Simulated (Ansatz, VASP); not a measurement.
## Pb in VASP and in Ansatz

```xyz
2
Lattice="3.4390 0.0000 0.0000 -1.7195 2.9783 0.0000 0.0000 0.0000 5.6381" Properties=species:S:1:pos:R:3 pbc="T T T"
Pb    0.0000    1.9855    1.4095
Pb    1.7195    0.9928    4.2286
```

Alike in both runs: task single point; functional revPBE; k mesh 11 × 11 × 6; occupations fermi-dirac, width 0.1 eV; no spin polarisation.

|  | VASP | Ansatz |
| --- | --- | --- |
| version | VASP 6.6.1 | Ansatz 0.2.0 |
| potentials or method | VASP PAW PBE potentials, release 64 (Pb_d) | plane waves (420 eV) with PAW, scalar-relativistic |
| plane-wave cutoff (eV) | 520 | 420 |
| valence electrons in the cell | 28 | 28 |

|  | VASP | Ansatz | Ansatz less VASP |
| --- | --- | --- | --- |
| pressure (GPa) | 5.9 | 6.0 | +0.07 |
| largest component of the traceless stress (GPa) | 0.29 | 0.30 | +0.005 |

Caveats: the PAW data sets were made with another functional, which shifts forces and pressure a little (VASP). The runs have no spin-orbit coupling, so splittings on Pb are missing.
